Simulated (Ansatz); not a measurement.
# Ru(0001) with 2 layers of random Ru-W, 2x2: scattering by chemical disorder, part 2 of 2

Wanted: resistance against the alloy's length, first Ru(0001) with 2 layers of random Ru-W, 2x2.

Ansatz 0.2.0; Ansatz plane-wave DFT, PBE, PAW files; ballistic transport by layer matching (Landauer), zero bias; PAW set soft_1.

So far. Step 3 (With 6 alloy layers): Over the solved energies the transmission per spin lies between 3.76 and 3.79, out of 5.48 channels of the lead on average (up to 6).

## 4. With 10 alloy layers

In 10 layers a share of 0.125 of the sites is given to W at random. A fresh draw is used; the growth of the resistance with length is what counts.

System of this step: Ru(0001) with 10 layers of random Ru-W, 2x2. The cell holds 80 atoms: 75 Ru and 5 W. Cell: a = 5.412 Å, b = 5.412 Å, c = 42.819 Å, α = 90.0°, β = 90.0°, γ = 120.0°. It derives from Ru. Regions: lead, 40 atoms (40 Ru); scattering region, 40 atoms (35 Ru and 5 W). The structure is stacked along c, and the current runs across the ab planes.

input.yaml

```yaml
crystal:
  lattice:
    - [5.4116, 0.0, 0.0]
    - [-2.7058, 4.6865830751, 0.0]
    - [0.0, 0.0, 42.819]
  atoms:
    - { symbol: Ru, position: [0.1666666667, 0.3333333333, 0.025] }
    - { symbol: Ru, position: [0.1666666667, 0.8333333333, 0.025] }
    - { symbol: Ru, position: [0.6666666667, 0.3333333333, 0.025] }
    - { symbol: Ru, position: [0.6666666667, 0.8333333333, 0.025] }
    - { symbol: Ru, position: [0.3333333333, 0.1666666667, 0.075] }
    - { symbol: Ru, position: [0.3333333333, 0.6666666667, 0.075] }
    - { symbol: Ru, position: [0.8333333333, 0.1666666667, 0.075] }
    - { symbol: Ru, position: [0.8333333333, 0.6666666667, 0.075] }
    - { symbol: Ru, position: [0.1666666667, 0.3333333333, 0.125] }
    - { symbol: Ru, position: [0.1666666667, 0.8333333333, 0.125] }
    - { symbol: Ru, position: [0.6666666667, 0.3333333333, 0.125] }
    - { symbol: Ru, position: [0.6666666667, 0.8333333333, 0.125] }
    - { symbol: Ru, position: [0.3333333333, 0.1666666667, 0.175] }
    - { symbol: Ru, position: [0.3333333333, 0.6666666667, 0.175] }
    - { symbol: Ru, position: [0.8333333333, 0.1666666667, 0.175] }
    - { symbol: Ru, position: [0.8333333333, 0.6666666667, 0.175] }
    - { symbol: Ru, position: [0.1666666667, 0.3333333333, 0.225] }
    - { symbol: Ru, position: [0.1666666667, 0.8333333333, 0.225] }
    - { symbol: Ru, position: [0.6666666667, 0.3333333333, 0.225] }
    - { symbol: Ru, position: [0.6666666667, 0.8333333333, 0.225] }
    - { symbol: Ru, position: [0.3333333333, 0.1666666667, 0.275] }
    - { symbol: Ru, position: [0.3333333333, 0.6666666667, 0.275] }
    - { symbol: Ru, position: [0.8333333333, 0.1666666667, 0.275] }
    - { symbol: Ru, position: [0.8333333333, 0.6666666667, 0.275] }
    - { symbol: Ru, position: [0.1666666667, 0.3333333333, 0.325] }
    - { symbol: Ru, position: [0.1666666667, 0.8333333333, 0.325] }
    - { symbol: Ru, position: [0.6666666667, 0.3333333333, 0.325] }
    - { symbol: Ru, position: [0.6666666667, 0.8333333333, 0.325] }
    - { symbol: Ru, position: [0.3333333333, 0.1666666667, 0.375] }
    - { symbol: Ru, position: [0.3333333333, 0.6666666667, 0.375] }
    - { symbol: Ru, position: [0.8333333333, 0.1666666667, 0.375] }
    - { symbol: Ru, position: [0.8333333333, 0.6666666667, 0.375] }
    - { symbol: Ru, position: [0.1666666667, 0.3333333333, 0.425] }
    - { symbol: Ru, position: [0.1666666667, 0.8333333333, 0.425] }
    - { symbol: Ru, position: [0.6666666667, 0.3333333333, 0.425] }
    - { symbol: Ru, position: [0.6666666667, 0.8333333333, 0.425] }
    - { symbol: Ru, position: [0.3333333333, 0.1666666667, 0.475] }
    - { symbol: Ru, position: [0.3333333333, 0.6666666667, 0.475] }
    - { symbol: Ru, position: [0.8333333333, 0.1666666667, 0.475] }
    - { symbol: W, position: [0.8333333333, 0.6666666667, 0.475] }
    - { symbol: Ru, position: [0.1666666667, 0.3333333333, 0.525] }
    - { symbol: Ru, position: [0.1666666667, 0.8333333333, 0.525] }
    - { symbol: Ru, position: [0.6666666667, 0.3333333333, 0.525] }
    - { symbol: Ru, position: [0.6666666667, 0.8333333333, 0.525] }
    - { symbol: Ru, position: [0.3333333333, 0.1666666667, 0.575] }
    - { symbol: W, position: [0.3333333333, 0.6666666667, 0.575] }
    - { symbol: Ru, position: [0.8333333333, 0.1666666667, 0.575] }
    - { symbol: Ru, position: [0.8333333333, 0.6666666667, 0.575] }
    - { symbol: Ru, position: [0.1666666667, 0.3333333333, 0.625] }
    - { symbol: Ru, position: [0.1666666667, 0.8333333333, 0.625] }
    - { symbol: W, position: [0.6666666667, 0.3333333333, 0.625] }
    - { symbol: W, position: [0.6666666667, 0.8333333333, 0.625] }
    - { symbol: W, position: [0.3333333333, 0.1666666667, 0.675] }
    - { symbol: Ru, position: [0.3333333333, 0.6666666667, 0.675] }
    - { symbol: Ru, position: [0.8333333333, 0.1666666667, 0.675] }
    - { symbol: Ru, position: [0.8333333333, 0.6666666667, 0.675] }
    - { symbol: Ru, position: [0.1666666667, 0.3333333333, 0.725] }
    - { symbol: Ru, position: [0.1666666667, 0.8333333333, 0.725] }
    - { symbol: Ru, position: [0.6666666667, 0.3333333333, 0.725] }
    - { symbol: Ru, position: [0.6666666667, 0.8333333333, 0.725] }
    - { symbol: Ru, position: [0.3333333333, 0.1666666667, 0.775] }
    - { symbol: Ru, position: [0.3333333333, 0.6666666667, 0.775] }
    - { symbol: Ru, position: [0.8333333333, 0.1666666667, 0.775] }
    - { symbol: Ru, position: [0.8333333333, 0.6666666667, 0.775] }
    - { symbol: Ru, position: [0.1666666667, 0.3333333333, 0.825] }
    - { symbol: Ru, position: [0.1666666667, 0.8333333333, 0.825] }
    - { symbol: Ru, position: [0.6666666667, 0.3333333333, 0.825] }
    - { symbol: Ru, position: [0.6666666667, 0.8333333333, 0.825] }
    - { symbol: Ru, position: [0.3333333333, 0.1666666667, 0.875] }
    - { symbol: Ru, position: [0.3333333333, 0.6666666667, 0.875] }
    - { symbol: Ru, position: [0.8333333333, 0.1666666667, 0.875] }
    - { symbol: Ru, position: [0.8333333333, 0.6666666667, 0.875] }
    - { symbol: Ru, position: [0.1666666667, 0.3333333333, 0.925] }
    - { symbol: Ru, position: [0.1666666667, 0.8333333333, 0.925] }
    - { symbol: Ru, position: [0.6666666667, 0.3333333333, 0.925] }
    - { symbol: Ru, position: [0.6666666667, 0.8333333333, 0.925] }
    - { symbol: Ru, position: [0.3333333333, 0.1666666667, 0.975] }
    - { symbol: Ru, position: [0.3333333333, 0.6666666667, 0.975] }
    - { symbol: Ru, position: [0.8333333333, 0.1666666667, 0.975] }
    - { symbol: Ru, position: [0.8333333333, 0.6666666667, 0.975] }
kpoints:
  mp_grid: { grid: [5, 5, 1] }
hamiltonian:
  xc: pbe
  pseudopotentials: { kind: paw, azcp: { folder: soft_1 } }
scf:
  occupations: { method: fermi_dirac, width: 0.1 }
output:
  transmission:
    leads: [[0, 8]]
    kmesh: [10, 10]
    e_range: [-0.05, 0.05]
    de: 0.05
  write_potential: true
  write_density: true
  volumetric_format: npy
```

Started as:

```console
ansatz run input.yaml --threads 4 --pin off --max-ram 15360MiB --backend cpu --events-out ev --progress --plain --runs-dir out
```

Numbers of over 12 decimals in the logs are rounded to 6 here.

The program printed:

```text
[...]
Crystal: 80 atoms, lattice volume = 1085.972 Å³
Basis set: ecut = 420 eV, 21185 PW (Γ)
Bands: 762, of which v1, the nominal top of the filled ones, is band 635 counted from 1 (634 counted from 0)
Symmetry: 1 space group operations
[...]
k-points: 13 of 25 (time reversal used)
[...]
SCF iter   1: F=—  HF=-492884.766405 eV  |F-HF|=—  |Δ(HF+E_count)|=         —  Δρ=1.24e-1  dr2=8.32e2  ethr=3.10e-3  ⟨swp⟩=5.0  Hψ=36056  notcnv=0
[...]
SCF iter  10: F=-492834.956969 eV  HF=-492834.956969 eV  |F-HF|=3.20e-9  |Δ(HF+E_count)|=   9.72e-9  Δρ=4.14e-7  dr2=3.30e-9  ethr=7.87e-12  ⟨swp⟩=7.2  Hψ=23528  notcnv=0
SCF 1 converged in 10 iterations: F = -492834.956969 eV  dr2 = 3.30e-9
[...]
transmission: 417 of 4160 steps passed
transmission: 832 of 4160 steps passed
[...]
transmission: 4160 of 4160 steps passed
SCF converged after 10 iterations
Free energy (F): -492834.956969 eV
[...]
Internal energy: -492832.524511 eV  (E = F + TS)
E sigma→0 (E₀):  -492833.740740 eV
Entropy (-TS):   -2.432458 eV (-30.406 meV/atom)
Fermi energy:    23.523429 eV
[...]
--- Band table (eV; the first three rows and the last of 13) ---
  k-point 0: bands = [... 631 lower, 24.2974, 24.4272, 24.4579, 24.4586, 24.4858, 24.5020, 24.5153, 24.6226, ... 123 higher]
  k-point 1: bands = [... 631 lower, 23.8304, 23.8481, 23.8730, 23.9167, 23.9590, 23.9727, 23.9887, 24.0223, ... 123 higher]
  k-point 2: bands = [... 631 lower, 23.2247, 23.2762, 23.3122, 23.3247, 23.3745, 23.4350, 23.4509, 23.4686, ... 123 higher]
  k-point 12: bands = [... 631 lower, 23.3930, 23.3999, 23.4292, 23.4435, 23.4682, 23.4803, 23.5548, 23.5689, ... 123 higher]
--- Transmission ---
  basis      : 223 plane waves across, 80 finite elements along
  points     : 52, standing for a mesh of 10 x 10
[...]
channels       : 5.280000e0 a spin
[...]
junction   : crystal 0 to crystal 0, 3.58 to 42.12 Å
    transmission   : 3.048909e0 a spin
[...]
```

Elapsed: 29 min, on 4 threads of Arm Neoverse V1, shared host; peak memory 8.5 GiB; 1.8 h of CPU time.

Numbers from this step:

- free energy: -492834.9570 eV
- energy at zero smearing: -492833.7407 eV
- Fermi energy: 23.52 eV
- transmission per spin nearest the Fermi level: 3.049
- step of the lead's potential: 3.1 meV

Per spin. The transmission, zone mean by energy, zero at the Fermi level:

| energy (eV) | transmission, zone mean |
| --- | --- |
| -0.0500 | 2.98 |
| 0.0000 | 3.05 |
| 0.0500 | 3.15 |

Over the solved energies the transmission per spin lies between 2.98 and 3.15, out of 5.44 channels of the lead on average (up to 5.89).

## 5. The fit

This step: Ansatz plane-wave DFT, PBE, PAW files; ballistic transport by layer matching (Landauer), zero bias; residual resistivity from the slope of the area resistance, atoms on the host's lattice; PAW set soft_1 (Ansatz 0.2.0).

This step gave:

- resistivity: 21.21 µΩ cm
- intercept: 0.008517 fΩ m²
- scatter about the fit: 0.008906 fΩ m²

Resistance, by row:

| run | length (Å) | T | channels N | RA (fΩ m²) |
| --- | --- | --- | --- | --- |
| n2 | 4.282 | 4.57 | 5.36 | 0.1056 |
| n6 | 12.85 | 3.781 | 5.48 | 0.2683 |
| n10 | 21.41 | 3.059 | 5.443 | 0.4689 |

Area resistance against length of the alloy:

| length of the alloy (Å) | area resistance (fΩ m²) |
| --- | --- |
| 4.28 | 0.106 |
| 12.85 | 0.268 |
| 21.41 | 0.469 |

The area resistance goes from 0.11 to 0.47 fΩ m² between 4.3 and 21.4 Å, a slope of 21 µΩ cm.

By hand from the end points: (0.4689 − 0.1056) fΩ m² / (21.41 − 4.28) Å = 21 µΩ cm, since 1 fΩ m² per Å is 1000 µΩ cm.

## 6. Outcome

```yaml
resistivity_from_the_slope: 21.2 µΩ cm
area_resistance_over_4p28_a: 0.106 fΩ m²
area_resistance_over_12p8_a: 0.268 fΩ m²
area_resistance_over_21p4_a: 0.469 fΩ m²
```

The slope gives 21 µΩ cm. The points scatter by 0.0089 fΩ m² about the line, with one random draw a length in a 2x2 cell, so the slope is a rough value. The lead's own channel count moves between the runs (5.36, 5.48 and 5.44), which shifts RA and the slope too. Read with a model of isotropic scattering on a spherical Fermi surface and the lead's 1.6×10¹⁵ S/m², this slope means a mean free path near 23 Å; over these lengths the model's slope is 1.05 times its bulk resistivity, which would be 20 µΩ cm. The draw over the shortest length came out nearly ordered, with 12 symmetry operations, so that point is a poor sample of a random alloy. The atoms sit on the host's lattice, so scattering by size misfit is left out. Spin-orbit coupling is left out, which matters for W.

[Logs are printed without paths, hosts, clocks, repeated set-up lines and the standing remarks that a program may print on its own settings, such as how far it seeks lower states.]

[Hosts, paths, dates, database ids (printed as entryN), source tags and the programs' standing remarks are cut or masked in the printed files.]
